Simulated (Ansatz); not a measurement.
**Varying the input for C**

The reference input for Ansatz (plane-wave DFT with PAW):

```yaml
crystal:
  lattice:
    - [2.4561701622, 0.0, 0.0]
    - [-1.2280850811, 2.1271057565, 0.0]
    - [0.0, 0.0, 8.52380336]
  atoms:
    - { symbol: C, position: [0.33333333, 0.66666667, 0.0] }
    - { symbol: C, position: [0.66666667, 0.33333333, 0.0] }
basis:
  ecutwfc: 420
kpoints:
  mp_grid: { grid: [6, 6, 2] }
hamiltonian:
  xc: pbe
scf:
  occupations: { method: gaussian, width: 0.1 }
output:
  forces: true
  stress: true
  eigenvalues: true
```

Command:

```bash
ansatz run input.yaml --threads 1 --pin off --max-ram 1331MiB --backend cpu --events-out ev --progress --plain --runs-dir out
```

The run converges in 6 SCF iterations on 14 irreducible k-points: pressure 1.54 GPa, no gap.

The inputs are trials, many of them unsound on purpose. Their numbers show the effect of the settings and aren't properties of the material. Each trial's input is given as a difference from the reference's; energies are extrapolated to zero smearing where there is one, and pressure is positive in compression.

Trial 1:

```diff
 basis:
-  ecutwfc: 420
+  ecutwfc: "46 Ry"
 kpoints:
-  mp_grid: { grid: [6, 6, 2] }
+  mp_grid: { grid: [3, 7, 2] }
```

The run converges in 6 SCF iterations on 22 irreducible k-points: energy 16.2 meV per atom above the reference, pressure 1.42 GPa, largest force 0.538 eV/Å, gap on the sampled k-points 1.53 eV (the reference is a metal, so it comes from the sampling or the changed settings). It warns that the mesh lowers the symmetry.